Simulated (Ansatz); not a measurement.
# CuO: the cost of one run

Computed with Ansatz 0.2.0 (DFT PBE+U (U_eff = 1 eV on Cu d), plane waves, PAW, unless a step's input says otherwise).

## 1. Starting point

The structure is cubic, space group Pm-3m (No. 221). Conventional cell: a = 2.553 Å, b = 2.553 Å, c = 2.553 Å, α = 90.00°, β = 90.00°, γ = 90.00°. Cu (site symmetry m-3m) has 8 O at 2.21 Å as nearest neighbours. O (site symmetry m-3m) is surrounded by 8 Cu at 2.21 Å.

Structure file:

```
CELL_PARAMETERS angstrom
2.55255 0.00000 0.00000
0.00000 2.55255 0.00000
0.00000 0.00000 2.55255
ATOMIC_POSITIONS crystal
Cu 0.00000 0.00000 0.00000
O 0.50000 0.50000 0.50000
```

Magnetic order typed: ferromagnetic.

An earlier series on this cell reached its lowest free state from «from atoms, default search», perhaps among other starts.

## 2. Random orbitals: single harmonics, second filling

input.yaml

```yaml
crystal:
  lattice:
    - [2.55255061, 0.0, 0.0]
    - [0.0, 2.55255061, 0.0]
    - [0.0, 0.0, 2.55255061]
  atoms:
    - { symbol: Cu, position: [0.0, 0.0, 0.0], spin: 1.0 }
    - { symbol: O, position: [0.5, 0.5, 0.5] }
basis:
  ecutwfc: 420
  ecutrho_ratio: 4
kpoints:
  mp_grid: { grid: [7, 7, 7] }
hamiltonian:
  xc: pbe
  hubbard:
    sites:
      - { site: 0, l: d, u_eff: 1.0, starting_ns: [{ spin: up, occupation_matrix: s0up }, { spin: down, occupation_matrix: s0down }] }
    occupation_matrices:
      s0up:
        matrix:
          - [0.97, 0.0, 0.0, 0.0, 0.0]
          - [0.0, 0.97, 0.0, 0.0, 0.0]
          - [0.0, 0.0, 0.97, 0.0, 0.0]
          - [0.0, 0.0, 0.0, 0.97, 0.0]
          - [0.0, 0.0, 0.0, 0.0, 0.97]
      s0down:
        matrix:
          - [0.97, 0.0, 0.0, 0.0, 0.0]
          - [0.0, 0.97, 0.0, 0.0, 0.0]
          - [0.0, 0.0, 0.97, 0.0, 0.0]
          - [0.0, 0.0, 0.0, 0.97, 0.0]
          - [0.0, 0.0, 0.0, 0.0, 0.02]
    ns_hold: { iters: 12 }
scf:
  occupations: { method: gaussian, width: 0.05 }
  lower_state_search: "off"
  max_iter: 150
output:
  forces: true
  stress: true
  eigenvalues: true
  populations: true
  hubbard: { sites: [{ site: 0, l: d }] }
magnetization:
  spin_polarized: true
```

The typed matrices put 0.97 on the chosen orbitals and 0.02 on the others, and are held for 12 cycles.

The run is started by

```bash
$ ansatz run input.yaml --threads 2 --pin off --max-ram 3072MiB --backend cpu --events-out ev --progress --plain --runs-dir out
```

**Question.** How long does this run take on 2 threads of AMD EPYC 9R45 (Zen 5), shared host, and how much memory does it need?

About 1.5 s, with a peak of 0.36 GiB.
